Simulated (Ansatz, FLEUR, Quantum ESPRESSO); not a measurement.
**MnO2: programs and potentials compared**

```
Mn O
1.0
     2.85496    0.00000    0.00000
    -1.42748    2.47246    0.00000
     0.00000    0.00000   10.22174
Mn O
2 4
Direct
  0.00000 0.00000 0.50000
  0.00000 0.00000 0.00000
  0.66667 0.33333 0.40686
  0.66667 0.33333 0.09314
  0.33333 0.66667 0.59314
  0.33333 0.66667 0.90686
```

Measurements of this composition are mostly on another form, of space group No. 136.

Alike in all runs: task band structure; functional PBEsol; k mesh 11 × 11 × 3; occupations fermi-dirac, width 0.05 eV; collinear spin, ferromagnetic start; no spin-orbit coupling. Pressure is positive in compression and, in plane waves, holds the error of the finite cutoff. Gaps are the smaller of the mesh's and the band path's.

| program and potentials | plane-wave cutoff (eV) | notes | band gap (eV) | pressure (GPa) | net moment per atom (μB) | largest force (eV/Å) |
| --- | --- | --- | --- | --- | --- | --- |
| FLEUR, all-electron, FLAPW | - | - | 0.80 | - | 1.00 | - |
| Ansatz, all-electron LAPW, scalar-relativistic | - | - | 0.81 | -2.26 | 1.00 | 0.188 |
| Quantum ESPRESSO, GBRV 1.5 PBEsol | 612 | - | 0.80 | -1.74 | 1.00 | 0.148 |

Force on atom 3 (O), eV/Å:

```
                        program and potentials      x      y      z
Ansatz, all-electron LAPW, scalar-relativistic  0.000  0.000  0.188
             Quantum ESPRESSO, GBRV 1.5 PBEsol  0.000  0.000  0.148
```

The band gap spans 0.80 (FLEUR, all-electron, FLAPW) to 0.81 eV (Ansatz, all-electron LAPW, scalar-relativistic), with all-electron results at 0.80 to 0.81. The pressure spans -2.26 (Ansatz, all-electron LAPW, scalar-relativistic) to -1.74 GPa (Quantum ESPRESSO, GBRV 1.5 PBEsol), with all-electron results at -2.26. All agree on the net moment per atom. The state is the one that the start led to, which needn't be the lowest. The paths' points differ, which is worth about 0.01 eV.

The functional is the same throughout but for its coding, so the spread measures potentials, basis and numerics; runs on potential files found faulty are left out.
